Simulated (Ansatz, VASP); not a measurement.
# PtSe2 (Sudovikovite) in VASP and in Ansatz

```xyz
6
Lattice="3.7351 0.0000 0.0000 -1.8675 3.2346 0.0000 0.0000 0.0000 40.7681" Properties=species:S:1:pos:R:3 pbc="T T T"
Se    1.8675    1.0782   16.5868
Se    0.0000    2.1564   19.1961
Se    1.8675    1.0782   21.5720
Se    0.0000    2.1564   24.1813
Pt    0.0000    0.0000   17.9072
Pt    0.0000    0.0000   22.8609
```

Alike in both runs: functional PBE; dispersion D3(BJ); k mesh 9 × 9 × 1; occupations gaussian, width 0.02 eV; no spin polarisation.

Ansatz relaxed the structure, and its values are those at the end. VASP's run is a single point on that final structure, the one shown.

|  | VASP | Ansatz |
| --- | --- | --- |
| version | VASP 6.6.1 | Ansatz 0.2.0 |
| potentials or method | VASP PAW PBE potentials, release 64 (Se, Pt) | scalar-relativistic, plane waves, PAW |
| plane-wave cutoff (eV) | 520 | 420 |
| valence electrons in the cell | 44 | 100 |

|  | VASP | Ansatz | Ansatz less VASP |
| --- | --- | --- | --- |
| gap on the k mesh at the Fermi level (eV) | 0.35 | 0.36 | +0.010 |
| least direct gap on the mesh (eV) | 0.78 | 0.79 | +0.008 |

The two sets of potentials don't hold the same shells in valence. Ansatz warned: «xc_potential_rough_in_thin_density».

Caveats: spin-orbit coupling is left out, which moves the levels of the heavy elements.
